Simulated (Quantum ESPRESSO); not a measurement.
# BN (F-43m) in Quantum ESPRESSO: notebook, part 2 of 2

Quantum ESPRESSO 7.5. Earlier steps stand in the parts before.

**3. Single point, PBEsol, 5.60 Å³/atom**

pw.in

```
&CONTROL
  calculation = 'scf'
  prefix = 'pwscf'
  outdir = './tmp'
  pseudo_dir = './pseudo'
  tprnfor = .true.
  tstress = .true.
  disk_io = 'nowf'
/
&SYSTEM
  ibrav = 0
  nat = 2
  ntyp = 2
  ecutwfc = 84
  nbnd = 9
  occupations = 'smearing'
  smearing = 'fd'
  degauss = 0.00367493
/
&ELECTRONS
  conv_thr = 4d-10
  electron_maxstep = 120
  mixing_beta = 0.5
/
ATOMIC_SPECIES
N     14.0070 N.upf
B     10.8100 B.upf
CELL_PARAMETERS angstrom
   0.0000000000    1.7759905947    1.7759905947
   1.7759905947    0.0000000000    1.7759905947
   1.7759905947    1.7759905947    0.0000000000
ATOMIC_POSITIONS crystal
N      0.2500000000    0.2500000000    0.2500000000
B      0.0000000000    0.0000000000    0.0000000000
K_POINTS automatic
13 13 13 0 0 0
```

Potentials or basis: PseudoDojo 0.4.1 SR PBEsol standard.

The run is started by

```bash
OMP_NUM_THREADS=1 pw.x -in pw.in > pw.out
```

Run time: 4.5 s. Hardware: 1 thread of Intel Xeon 6985P-C at 2.30GHz (Granite Rapids), shared host; peak memory 0.09 GiB.

The run converged. Its results:

- Free energy: -363.8449 eV
- Pressure: 19.5 GPa
- Band gap on the k mesh: 4.48 eV, indirect (least direct gap 9.08 eV)

Caveat: an odd mesh through Γ misses points on the zone boundary, where band edges often lie.

**4. Single point, PBEsol, 5.72 Å³/atom**

Edit pw.in of step 3 so:

```diff
@@ -28,5 +28,5 @@
 CELL_PARAMETERS angstrom
-   0.0000000000    1.7759905947    1.7759905947
-   1.7759905947    0.0000000000    1.7759905947
-   1.7759905947    1.7759905947    0.0000000000
+   0.0000000000    1.7884979828    1.7884979828
+   1.7884979828    0.0000000000    1.7884979828
+   1.7884979828    1.7884979828    0.0000000000
 ATOMIC_POSITIONS crystal
```

The run is started by

```bash
OMP_NUM_THREADS=1 pw.x -in pw.in > pw.out
```

Run time: 4.5 s. Hardware: 1 thread of Intel Xeon 6985P-C at 2.30GHz (Granite Rapids), shared host; peak memory 0.09 GiB.

It converged, with:

```
Free energy            : -363.8669 eV
Pressure               : 10.3 GPa
Band gap on the k mesh : 4.46 eV, indirect (least direct gap 8.98 eV)
```

Caveat: an odd mesh through Γ misses points on the zone boundary, where band edges often lie.

**5. Single point, PBEsol, 5.84 Å³/atom**

Edit pw.in of step 4 so:

```diff
@@ -28,5 +28,5 @@
 CELL_PARAMETERS angstrom
-   0.0000000000    1.7884979828    1.7884979828
-   1.7884979828    0.0000000000    1.7884979828
-   1.7884979828    1.7884979828    0.0000000000
+   0.0000000000    1.8008328414    1.8008328414
+   1.8008328414    0.0000000000    1.8008328414
+   1.8008328414    1.8008328414    0.0000000000
 ATOMIC_POSITIONS crystal
```

The run is started by

```bash
OMP_NUM_THREADS=1 pw.x -in pw.in > pw.out
```

Run time: 4.5 s. Hardware: 1 thread of Intel Xeon 6985P-C at 2.30GHz (Granite Rapids), shared host; peak memory 0.09 GiB.

It converged, with:

* Free energy: -363.8759 eV
* Pressure: 1.9 GPa
* Band gap on the k mesh: 4.43 eV, indirect (least direct gap 8.88 eV)

Caveat: an odd mesh through Γ misses points on the zone boundary, where band edges often lie.

**6. Single point, PBEsol, 5.96 Å³/atom**

Edit pw.in of step 5 so:

```diff
@@ -28,5 +28,5 @@
 CELL_PARAMETERS angstrom
-   0.0000000000    1.8008328414    1.8008328414
-   1.8008328414    0.0000000000    1.8008328414
-   1.8008328414    1.8008328414    0.0000000000
+   0.0000000000    1.8130010000    1.8130010000
+   1.8130010000    0.0000000000    1.8130010000
+   1.8130010000    1.8130010000    0.0000000000
 ATOMIC_POSITIONS crystal
```

Potentials or basis: PseudoDojo 0.4.1 SR PBEsol standard.

The run is started by

```bash
OMP_NUM_THREADS=1 pw.x -in pw.in > pw.out
```

It took 4.5 s on 1 thread of Intel Xeon 6985P-C at 2.30GHz (Granite Rapids), shared host; peak memory 0.09 GiB.

The run converged. Its results:

```
Free energy            : -363.8729 eV
Pressure               : -5.8 GPa
Band gap on the k mesh : 4.41 eV, indirect (least direct gap 8.78 eV)
```

Caveat: an odd mesh through Γ misses points on the zone boundary, where band edges often lie.

**7. Single point, PBEsol, 6.08 Å³/atom**

Edit pw.in of step 6 so:

```diff
@@ -28,5 +28,5 @@
 CELL_PARAMETERS angstrom
-   0.0000000000    1.8130010000    1.8130010000
-   1.8130010000    0.0000000000    1.8130010000
-   1.8130010000    1.8130010000    0.0000000000
+   0.0000000000    1.8250079791    1.8250079791
+   1.8250079791    0.0000000000    1.8250079791
+   1.8250079791    1.8250079791    0.0000000000
 ATOMIC_POSITIONS crystal
```

The run is started by

```bash
OMP_NUM_THREADS=1 pw.x -in pw.in > pw.out
```

Wall time 4.6 s (1 thread of Intel Xeon 6985P-C at 2.30GHz (Granite Rapids), shared host); peak memory 0.09 GiB.

It converged, with:

| Item | Value |
| --- | --- |
| Free energy | -363.8591 eV |
| Pressure | -12.7 GPa |
| Band gap on the k mesh | 4.38 eV, indirect (least direct gap 8.69 eV) |

Caveat: an odd mesh through Γ misses points on the zone boundary, where band edges often lie.

**8. Single point, PBEsol, 6.20 Å³/atom**

Edit pw.in of step 7 so:

```diff
@@ -28,5 +28,5 @@
 CELL_PARAMETERS angstrom
-   0.0000000000    1.8250079791    1.8250079791
-   1.8250079791    0.0000000000    1.8250079791
-   1.8250079791    1.8250079791    0.0000000000
+   0.0000000000    1.8368590123    1.8368590123
+   1.8368590123    0.0000000000    1.8368590123
+   1.8368590123    1.8368590123    0.0000000000
 ATOMIC_POSITIONS crystal
```

The run is started by

```bash
OMP_NUM_THREADS=1 pw.x -in pw.in > pw.out
```

Run time: 4.7 s. Hardware: 1 thread of Intel Xeon 6985P-C at 2.30GHz (Granite Rapids), shared host; peak memory 0.09 GiB.

Results (log left out):

```yaml
Free_energy: -363.8354 eV
Pressure: -19.0 GPa
Band_gap_on_the_k_mesh: 4.35 eV, indirect (least direct gap 8.59 eV)
```

Caveat: an odd mesh through Γ misses points on the zone boundary, where band edges often lie.

**9. Single point, PBEsol, 6.32 Å³/atom**

Edit pw.in of step 8 so:

```diff
@@ -28,5 +28,5 @@
 CELL_PARAMETERS angstrom
-   0.0000000000    1.8368590123    1.8368590123
-   1.8368590123    0.0000000000    1.8368590123
-   1.8368590123    1.8368590123    0.0000000000
+   0.0000000000    1.8485590667    1.8485590667
+   1.8485590667    0.0000000000    1.8485590667
+   1.8485590667    1.8485590667    0.0000000000
 ATOMIC_POSITIONS crystal
```

Potentials or basis: PseudoDojo 0.4.1 SR PBEsol standard.

The run is started by

```bash
OMP_NUM_THREADS=1 pw.x -in pw.in > pw.out
```

It took 4.7 s on 1 thread of Intel Xeon 6985P-C at 2.30GHz (Granite Rapids), shared host; peak memory 0.09 GiB.

The run converged. Its results:

| Item | Value |
| --- | --- |
| Free energy | -363.8027 eV |
| Pressure | -24.8 GPa |
| Band gap on the k mesh | 4.33 eV, indirect (least direct gap 8.50 eV) |

Caveat: an odd mesh through Γ misses points on the zone boundary, where band edges often lie.

**10. Equation of state, PBEsol**

This step only gathers the single runs of the series.

Results:

* Equilibrium volume: 5.87 Å³/atom
* Bulk modulus: 385 GPa
* Pressure derivative of the bulk modulus: 3.7

Energy against volume, from the lowest point:
```
volume (Å³/atom)  energy (meV/atom)
           5.602              15.48
           5.721               4.47
           5.840               0.00
           5.959               1.49
           6.078               8.40
           6.198              20.24
           6.317              36.57
```

**11. How close it comes**

Step 2. A measured gap of BN is 6.4 eV (indirect; 300 K; a printed reference work, monograph); the calculated 4.33 eV misses it by -2.07 eV. The value is that of PBEsol, without temperature or zero-point motion. Semilocal functionals fall short of measured gaps as a rule. The cell is a database's relaxed one, not the measured one, which moves gaps too.

Step 10. Against the measured bulk modulus of BN, 395 GPa (300 K; quoted in “Effect of nanostructuration on compressibility of cubic BN”, 2012, arxiv:1208.3664), the calculated 385 GPa is off by -2.5 %. The fit is for a static lattice scaled at fixed shape and fixed fractional positions.
